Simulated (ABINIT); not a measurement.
# FeO (Pm-3m) in ABINIT: single point with PBE

Aim: the single point of FeO with PBE.

Everything below comes from runs of ABINIT 10.8.3 (patched build). Logs are shortened: lines on timing, memory, paths and dates and some standing lists are left out, and cuts for length are marked. The log counts tension as positive stress, the text compression.

## (1) Starting point

It takes space group Pm-3m (No. 221, cubic). The conventional cell has a = 2.612 Å, b = 2.612 Å, c = 2.612 Å, α = 90.00°, β = 90.00°, γ = 90.00°. Fe (site symmetry m-3m) has 8 O at 2.26 Å as nearest neighbours. O (site symmetry m-3m) is surrounded by 8 Fe at 2.26 Å.

The cell comes from a database or a generator and needn't be the stable form of this composition.

## (2) Single point, PBE, collinear spin, ferromagnetic start

The input, run.abi:

```
# Pseudopotentials
pp_dirpath "./"
pseudos "Fe.GGA_PBE-JTH.xml, O.GGA_PBE-JTH.xml"

# Structure
acell 2.61246963 2.61246963 2.61246963 Angstrom
rprim
     1.0000000000     0.0000000000     0.0000000000
     0.0000000000     1.0000000000     0.0000000000
     0.0000000000     0.0000000000     1.0000000000
ntypat 2
znucl 26 8
natom 2
typat 1 2
xred
     0.0000000000     0.0000000000     0.0000000000
     0.5000000000     0.5000000000     0.5000000000

# Plane-wave basis
ecut 707.496042 eV
pawecutdg 48.0
pawxcdev 0

# k points
kptopt 1
ngkpt 10 10 10
nshiftk 1
shiftk 0.0 0.0 0.0

# Exchange and correlation
ixc 11

# Bands and occupations
nband 16
occopt 3
tsmear 0.00183747

# Spin
nsppol 2
spinat
     0.0000000000     0.0000000000     5.0000000000
     0.0000000000     0.0000000000     0.0000000000

# SCF cycle
nstep 100
tolvrs 1.0e-9

# Output
iomode 3
prtwf 0
prtden 0
prteig 0
prtebands 0
```

Potentials or basis: JTH PAW PBE v2.0.

Launch:

```console
abinit run.abi > log 2>&1
```

run.abo:

```text
.Version 10.8.3 of ABINIT
 Symmetries : space group Pm -3 m (#221); Bravais cP (primitive cubic)
================================================================================
 Values of the parameters that define the memory need of the present run
     intxc =       0    ionmov =       0      iscf =      17    lmnmax =      18
     lnmax =       6     mgfft =      24  mpssoang =       3    mqgrid =    3001
     natom =       2  nloc_mem =       2    nspden =       2   nspinor =       1
    nsppol =       2      nsym =      48    n1xccc =       1    ntypat =       2
    occopt =       3   xclevel =       2
       mpw =         775          nfft =       13824          nkpt =          56
 PAW method is used; the additional fine FFT grid is defined by:
   mgfftf=        32    nfftf =     32768
================================================================================
================================================================================

--------------------------------------------------------------------------------
------------- Echo of variables that govern the present computation ------------
--------------------------------------------------------------------------------
 -outvars: echo values of preprocessed input variables --------
            acell      4.9368521130E+00  4.9368521130E+00  4.9368521130E+00 Bohr
              amu      5.58470000E+01  1.59994000E+01
             ecut      2.60000000E+01 Hartree
                       outvar_i_n : Printing only first  50 k-points.
              ixc          11
                       outvar_i_n : Printing only first  50 k-points.
         kptrlatt       10    0    0      0   10    0      0    0   10
          kptrlen      4.93685211E+01
            natom           2
            nband          16
            ngfft          24      24      24
          ngfftdg          32      32      32
             nkpt          56
           nspden           2
           nsppol           2
            nstep         100
             nsym          48
           ntypat           2
                       prtocc : prtvol=0, do not print more k-points.
                       1.000000  1.000000  1.000000  1.000000  1.000000  1.000000
                       1.000000  1.000000  1.000000  1.000000  1.000000  0.000000
                       0.000000  0.000000  0.000000  0.000000
                       1.000000  1.000000  1.000000  1.000000  1.000000  1.000000
                       1.000000  1.000000  1.000000  1.000000  1.000000  0.000000
                       0.000000  0.000000  0.000000  0.000000
                       1.000000  1.000000  1.000000  1.000000  1.000000  1.000000
                       1.000000  1.000000  1.000000  1.000000  1.000000  0.000000
                       0.000000  0.000000  0.000000  0.000000
                       1.000000  1.000000  1.000000  1.000000  1.000000  1.000000
                       1.000000  1.000000  1.000000  1.000000  1.000000  0.000000
                       0.000000  0.000000  0.000000  0.000000
                       1.000000  1.000000  1.000000  1.000000  1.000000  1.000000
                       1.000000  1.000000  1.000000  1.000000  1.000000  0.000000
                       0.000000  0.000000  0.000000  0.000000
                       1.000000  1.000000  1.000000  1.000000  1.000000  1.000000
                       1.000000  1.000000  1.000000  1.000000  1.000000  0.000000
[... 118 lines left out ...]
                       1.000000  1.000000  1.000000  1.000000  1.000000  1.000000
                       1.000000  1.000000  1.000000  1.000000  1.000000  0.000000
                       0.000000  0.000000  0.000000  0.000000
                       1.000000  1.000000  1.000000  1.000000  1.000000  1.000000
                       1.000000  1.000000  1.000000  1.000000  1.000000  0.000000
                       0.000000  0.000000  0.000000  0.000000
                       1.000000  1.000000  1.000000  1.000000  1.000000  1.000000
                       1.000000  1.000000  1.000000  1.000000  1.000000  0.000000
                       0.000000  0.000000  0.000000  0.000000
                       1.000000  1.000000  1.000000  1.000000  1.000000  1.000000
                       1.000000  1.000000  1.000000  1.000000  1.000000  0.000000
                       0.000000  0.000000  0.000000  0.000000
                       1.000000  1.000000  1.000000  1.000000  1.000000  1.000000
                       1.000000  1.000000  1.000000  1.000000  1.000000  0.000000
                       0.000000  0.000000  0.000000  0.000000
                       prtocc : prtvol=0, do not print more k-points.
           occopt           3
        pawecutdg      4.80000000E+01 Hartree
         pawxcdev           0
           prtden           0
        prtebands           0
           prteig           0
            prtwf           0
          spgroup         221
           spinat      0.0000000000E+00  0.0000000000E+00  5.0000000000E+00
                       0.0000000000E+00  0.0000000000E+00  0.0000000000E+00
           tolvrs      1.00000000E-09
           tsmear      1.83747000E-03 Hartree
            typat      1  2
           useylm           1
[... 122 lines left out ...]
cartesian_forces: # hartree/bohr
- [ -0.00000000E+00,  -0.00000000E+00,  -0.00000000E+00, ]
- [ -0.00000000E+00,  -0.00000000E+00,  -0.00000000E+00, ]
force_length_stats: {min:   0.00000000E+00, max:   0.00000000E+00, mean:   0.00000000E+00, }
...

 Integrated electronic and magnetization densities in atomic spheres:
 ------------------------------------------------------------------------------------------------------------
 Radius=ratsph(iatom), smearing ratsm=  0.0000. Diff(up-dn)=approximate z local magnetic moment.
    Atom    Radius    up_density   dn_density  Total(up+dn)  Diff(up-dn)
    1 Fe   2.11532     8.854044     5.337174     14.191218     3.516870
    2  O   1.41465     2.439651     2.086254      4.525904     0.353397
 ------------------------------------------------------------------------------------------------------------
  Sum:                11.293695     7.423427     18.717122     3.870267
 Total magnetization (from the atomic spheres):                3.870267
 Total magnetization (exact up - dn):                          3.998657

================================================================================

 ----iterations are completed or convergence reached----

 Mean square residual over all n,k,spin=   25.266E-08; max=  45.011E-05
 reduced coordinates (array xred) for    2 atoms
       0.000000000000      0.000000000000      0.000000000000
       0.500000000000      0.500000000000      0.500000000000
 rms dE/dt=  0.0000E+00; max dE/dt=  0.0000E+00; dE/dt below (all hartree)
    1       0.000000000000      0.000000000000      0.000000000000
    2       0.000000000000      0.000000000000      0.000000000000

 cartesian coordinates (angstrom) at end:
    1      0.00000000000000     0.00000000000000     0.00000000000000
    2      1.30623481500000     1.30623481500000     1.30623481500000

 cartesian forces (hartree/bohr) at end:
    1     -0.00000000000000    -0.00000000000000    -0.00000000000000
    2     -0.00000000000000    -0.00000000000000    -0.00000000000000
 frms,max,avg= 0.0000000E+00 0.0000000E+00   0.000E+00  0.000E+00  0.000E+00 h/b

 cartesian forces (eV/Angstrom) at end:
    1     -0.00000000000000    -0.00000000000000    -0.00000000000000
    2     -0.00000000000000    -0.00000000000000    -0.00000000000000
 frms,max,avg= 0.0000000E+00 0.0000000E+00   0.000E+00  0.000E+00  0.000E+00 e/A
 length scales=  4.936852112952  4.936852112952  4.936852112952 bohr
              =  2.612469630000  2.612469630000  2.612469630000 angstroms
 Fermi (or HOMO) energy (hartree) =   0.33420   Average Vxc (hartree)=  -0.46608
 Magnetization (Bohr magneton)=  3.99867038E+00
 Total spin up =  1.29993352E+01   Total spin down =  9.00066481E+00
 Eigenvalues (hartree) for nkpt=  56  k points, SPIN UP:
 kpt#   1, nband= 16, wtk=  0.00100, kpt=  0.0000  0.0000  0.0000 (reduced coord)
  -2.95712   -1.70654   -1.70654   -1.70654   -0.42200    0.16434    0.16434    0.22544
   0.22544    0.22544    0.24137    0.24137    0.24137    0.35920    0.89558    0.89558
      occupation numbers for kpt#   1
   1.00000    1.00000    1.00000    1.00000    1.00000    1.00000    1.00000    1.00000
   1.00000    1.00000    1.00000    1.00000    1.00000    0.00000    0.00000    0.00000
 prteigrs : prtvol=0 or 1, do not print more k-points.

 Eigenvalues (hartree) for nkpt=  56  k points, SPIN DOWN:
 kpt#   1, nband= 16, wtk=  0.00100, kpt=  0.0000  0.0000  0.0000 (reduced coord)
  -2.80588   -1.55860   -1.55860   -1.55860   -0.39937    0.25081    0.25081    0.25081
   0.25568    0.25568    0.39418    0.39418    0.39418    0.39702    0.92920    0.92920
      occupation numbers for kpt#   1
   1.00000    1.00000    1.00000    1.00000    1.00000    1.00000    1.00000    1.00000
   1.00000    1.00000    0.00000    0.00000    0.00000    0.00000    0.00000    0.00000
 prteigrs : prtvol=0 or 1, do not print more k-points.

--- !EnergyTerms
iteration_state     : {dtset: 1, }
comment             : Components of total free energy in Hartree
kinetic             :  1.97238535744533E+01
hartree             :  2.74779126628736E+01
xc                  : -6.32147401910443E+00
Ewald energy        : -9.95029370716113E+01
psp_core            :  6.52226923972371E+00
local_psp           : -7.83781308811821E+01
PAW spherical_terms : -1.00756796434232E+01
internal            : -1.40554186138270E+02
'-kT*entropy'       : -6.98104092195392E-05
total_energy        : -1.40554255948680E+02
total_energy_eV     : -3.82467614713600E+03
...

--- !EnergyTermsDC
iteration_state     : {dtset: 1, }
comment             : '"Double-counting" decomposition of free energy'
band_energy         : -1.38860006618384E+01
Ewald energy        : -9.95029370716113E+01
psp_core            :  6.52226923972371E+00
xc_dc               : -2.55759031492221E+01
PAW spherical_terms : -8.11162066901998E+00
internal            : -1.40554192311968E+02
'-kT*entropy'       : -6.98104092195392E-05
total_energy_dc     : -1.40554262122377E+02
total_energy_dc_eV  : -3.82467631513087E+03
...

--- !EnergyTermsWithPAWCore
iteration_state     : {dtset: 1, }
comment             : 'Components of total free energy, including PAW core contributions'
Total energy        : -1.34800941773071E+03
Total energy DC     : -1.34800942390441E+03
Total energy (eV)   : -3.66812049290903E+04
Total energy DC (eV): -3.66812050970852E+04
...

 Cartesian components of stress tensor (hartree/bohr^3)
  sigma(1 1)= -2.92837224E-04  sigma(3 2)=  0.00000000E+00
  sigma(2 2)= -2.92837224E-04  sigma(3 1)=  0.00000000E+00
  sigma(3 3)= -2.92837224E-04  sigma(2 1)=  0.00000000E+00

-Cartesian components of stress tensor (GPa)         [Pressure=  8.6156E+00 GPa]
- sigma(1 1)= -8.61556858E+00  sigma(3 2)=  0.00000000E+00
- sigma(2 2)= -8.61556858E+00  sigma(3 1)=  0.00000000E+00
- sigma(3 3)= -8.61556858E+00  sigma(2 1)=  0.00000000E+00

== END DATASET(S) ==============================================================
================================================================================

 -outvars: echo values of variables after computation  --------
            acell      4.9368521130E+00  4.9368521130E+00  4.9368521130E+00 Bohr
           etotal     -1.4055426212E+02
            fcart     -0.0000000000E+00 -0.0000000000E+00 -0.0000000000E+00
                      -0.0000000000E+00 -0.0000000000E+00 -0.0000000000E+00
           strten     -2.9283722382E-04 -2.9283722382E-04 -2.9283722382E-04
                       0.0000000000E+00  0.0000000000E+00  0.0000000000E+00
           xangst      0.0000000000E+00  0.0000000000E+00  0.0000000000E+00
                       1.3062348150E+00  1.3062348150E+00  1.3062348150E+00
             xred      0.0000000000E+00  0.0000000000E+00  0.0000000000E+00
                       5.0000000000E-01  5.0000000000E-01  5.0000000000E-01
 Calculation completed.
```

Run time: 57 s. Hardware: 1 thread of Arm Neoverse V1, shared host; peak memory 0.14 GiB.

Results:

* Free energy: -3824.6763 eV
* Pressure: 8.6 GPa
* Band gap on the k mesh: none (metal or under the smearing width)
* Net moment: 4.00 μB per cell
* Site moments: Fe +3.52; O +0.35 μB
* Valence electrons inside the program's atomic spheres: Fe 14.19; O 4.53

Levels at points of the mesh, in eV from the Fermi level:
Spin up:
| k point | band 10 | band 11 | band 12 | band 13 | band 14 | band 15 | band 16 |
| --- | --- | --- | --- | --- | --- | --- | --- |
| (0.00, 0.00, 0.00) | -2.96 | -2.53 | -2.53 | -2.53 | 0.68 | 15.28 | 15.28 |
| (0.50, 0.00, 0.00) | -2.44 | -1.54 | -0.25 | -0.25 | 5.95 | 8.23 | 15.72 |
| (0.50, 0.50, 0.00) | -3.19 | -3.19 | -2.03 | -1.48 | 5.94 | 11.04 | 11.04 |
| (0.50, 0.50, 0.50) | -1.44 | -0.18 | -0.18 | -0.18 | 6.52 | 6.52 | 6.52 |
Spin down:
```csv
k point,band 7,band 8,band 9,band 10,band 11,band 12
"(0.00, 0.00, 0.00)",-2.27,-2.27,-2.14,-2.14,1.63,1.63
"(0.50, 0.00, 0.00)",-2.97,-2.97,-1.60,1.37,1.76,2.63
"(0.50, 0.50, 0.00)",-5.91,-1.68,-1.33,0.40,0.73,0.73
"(0.50, 0.50, 0.50)",-6.36,-6.36,1.82,1.82,3.03,3.03
```

Caveat: a cell with one magnetic atom can't hold antiferromagnetic order, which such compounds often take; semilocal functionals often make such compounds metallic where correlation or magnetic order opens a gap, which also shifts bond lengths. With open d or f shells a metallic result of PBE can be an artefact of self-interaction; +U or a hybrid may open a gap.
